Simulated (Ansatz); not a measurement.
A plane-wave DFT run in Ansatz 0.2.0 (scalar-relativistic PAW potentials unless the input names others): input and command.

```yaml
crystal:
  lattice:
    - [2.5680103729, 0.0, 0.0]
    - [-1.2840051864, 2.2239622201, 0.0]
    - [0.0, 0.0, 4.3612692838]
  atoms:
    - { symbol: Cu, position: [0.3333333333, 0.6666666667, 0.25] }
    - { symbol: Cu, position: [0.6666666667, 0.3333333333, 0.75] }
basis:
  ecutwfc: 420
kpoints:
  mp_grid: { grid: [24, 24, 12] }
hamiltonian:
  xc: pbe
scf:
  occupations: { method: tetrahedron_uncorrected }
  algorithm: density_mixing
  mixing: { preconditioner: local_kerker }
output:
  forces: true
  eigenvalues: true
  stress: true
```

```bash
ansatz run input.yaml --threads 1 --pin off --max-ram 2560MiB --backend cpu --events-out ev --progress --plain --runs-dir out
```

Abridged log:
```
Basis set: ecut = 420 eV, 513 PW (Γ), exchange–correlation on 36×36×60 points (8 copies of the dense FFT grid, shifted against one another)
Bands: 23, of which v1, the nominal top of the filled ones, is band 19 counted from 1 (18 counted from 0)
Symmetry: 24 space group operations
k-points: 427 of 6912
SCF iter   1: F=—  HF=-13250.278645 eV  |F-HF|=—  |Δ(HF+E_count)|=         —  Δρ=1.57e-3  dr2=2.56e-4  ethr=1.77e-3  ⟨swp⟩=4.6  Hψ=37594  notcnv=0
SCF iter   2: F=—  HF=-13250.278991 eV  |F-HF|=—  |Δ(HF+E_count)|=   3.47e-4  Δρ=1.04e-3  dr2=1.25e-4  ethr=6.74e-7  ⟨swp⟩=3.0  Hψ=25048  notcnv=0  defer=58
SCF iter   3: F=—  HF=-13250.278975 eV  |F-HF|=—  |Δ(HF+E_count)|=   1.64e-5  Δρ=5.86e-4  dr2=3.23e-5  ethr=3.29e-7  ⟨swp⟩=2.1  Hψ=15877  notcnv=0  defer=58
SCF iter   4: F=—  HF=-13250.279015 eV  |F-HF|=—  |Δ(HF+E_count)|=   4.01e-5  Δρ=1.41e-4  dr2=2.50e-6  ethr=8.51e-8  ⟨swp⟩=2.0  Hψ=16110  notcnv=0  defer=58
SCF iter   5: F=—  HF=-13250.279015 eV  |F-HF|=—  |Δ(HF+E_count)|=   4.65e-8  Δρ=1.78e-5  dr2=3.77e-8  ethr=6.59e-9  ⟨swp⟩=2.0  Hψ=16141  notcnv=0  defer=58
SCF iter   6: F=-13250.279015 eV  HF=-13250.279015 eV  |F-HF|=1.17e-8  |Δ(HF+E_count)|=   6.95e-8  Δρ=6.54e-6  dr2=3.18e-9  ethr=9.92e-11  ⟨swp⟩=4.3  Hψ=36632  notcnv=0
SCF 1 converged in 6 iterations: F = -13250.279015 eV  dr2 = 3.18e-9
SCF converged after 6 iterations
Free energy (F): -13250.279015 eV
Harris-Foulkes:  -13250.279015 eV  (|F-HF|=1.17e-8)
Internal energy: -13250.278955 eV  (E = F + TS)
E sigma→0 (E₀):  -13250.279015 eV
Entropy (-TS):   -0.000060 eV (-0.030 meV/atom)
Fermi energy:    15.664546 eV
--- Forces (eV/Å), atoms counted from 1 ---
  atom   1  Cu     0.00000000     0.00000000     0.00000000
  atom   2  Cu     0.00000000     0.00000000     0.00000000
--- Stress (GPa, compression-positive) ---
       -3.185597       0.000000       0.000000
        0.000000      -3.185597       0.000000
        0.000000       0.000000      -7.901406
  P = ⅓ Tr σ = -4.7575 GPa (-47.575 kbar)
```

Apart from outputs and empty bands, the input differs from a reference run on usual settings in scf.occupations.width: 0.1 → not typed; scf.occupations.method: "gaussian" → "tetrahedron_uncorrected"; scf.algorithm: not typed → "density_mixing"; scf.mixing.preconditioner: not typed → "local_kerker". The reference, at the same geometry (not necessarily relaxed), gave pressure -4.78 GPa, largest force 0.000 eV/Å, no gap on the mesh. This run converged in 6 SCF iterations (reference: 6) with an energy at zero smearing 14.10 meV/atom above the reference's, pressure -4.76 GPa, largest force 0.000 eV/Å, no gap on the mesh.

Time: 9.9 s on 1 thread of Arm Neoverse V2, with other jobs on the host, peak memory 0.44 GiB.